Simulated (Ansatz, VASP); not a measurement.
## One calculation of BeS, two programs

Contents of POSCAR:

```
BeS
1.0
    2.9413850405      0.0000000000      0.0000000000
    0.0000000000      2.9413850405      0.0000000000
    0.0000000000      0.0000000000      2.9413850405
Be S
1 1
Direct
    0.0000000000      0.0000000000      0.0000000000
    0.5000000000      0.5000000000      0.5000000000
```

Contents of INCAR.step1:

```
ALGO = Normal
EDIFF = 1E-5
ENCUT = 520
GGA = PE
ISIF = 2
ISMEAR = -1
LASPH = True
LREAL = False
LWAVE = True
NBANDS = 11
NELM = 60
PREC = Accurate
SIGMA = 0.02
```

INCAR.step2

```
AEXX = 0.35
ALGO = Normal
EDIFF = 1E-6
ENCUT = 520
GGA = PE
HFSCREEN = 0.5
ISIF = 2
ISMEAR = -1
ISTART = 1
LASPH = True
LCHARG = True
LELF = True
LHFCALC = True
LREAL = False
LVHAR = True
LWAVE = False
NBANDS = 11
NELM = 60
PREC = Accurate
PRECFOCK = Normal
SIGMA = 0.02
```

Contents of KPOINTS:

```
k-points
0
Gamma
  4 4 4
```

Input for Ansatz:

```yaml
crystal:
  lattice:
    - [2.9413850405, 0.0, 0.0]
    - [0.0, 2.9413850405, 0.0]
    - [0.0, 0.0, 2.9413850405]
  atoms:
    - { symbol: Be, position: [0.0, 0.0, 0.0] }
    - { symbol: S, position: [0.5, 0.5, 0.5] }
kpoints:
  mp_grid: { grid: [4, 4, 4] }
hamiltonian:
  xc: { exchange: pbe, correlation: pbe, exx: { coeff: 0.35, omega: 0.5 } }
scf:
  occupations: { method: fermi_dirac, width: 0.02 }
  n_extra_bands: 4
output:
  forces: true
  stress: true
  eigenvalues: true
```

Alike in both runs: task single point; functional PBE-based screened hybrid; k mesh 4 × 4 × 4; occupations fermi-dirac, width 0.02 eV; no spin polarisation.

```csv
,VASP,Ansatz
version,VASP 6.6.1,Ansatz 0.2.0
potentials or method,"VASP PAW PBE potentials, release 64 (Be, S)",plane waves
plane-wave cutoff (eV),520,420
valence electrons in the cell,8,8
```

```csv
,VASP,Ansatz,Ansatz less VASP
pressure (GPa),-3.3,-3.0,+0.35
```

The functional is the same, so the differences come from potentials, cutoffs and numerics. Ansatz warned: «filled_band_counts_differ_across_k_points».

Caveats: the k mesh is coarse (spacing up to 0.53 Å⁻¹), so the values aren't converged; the PAW data sets were made with another functional, which shifts forces and pressure a little (VASP).
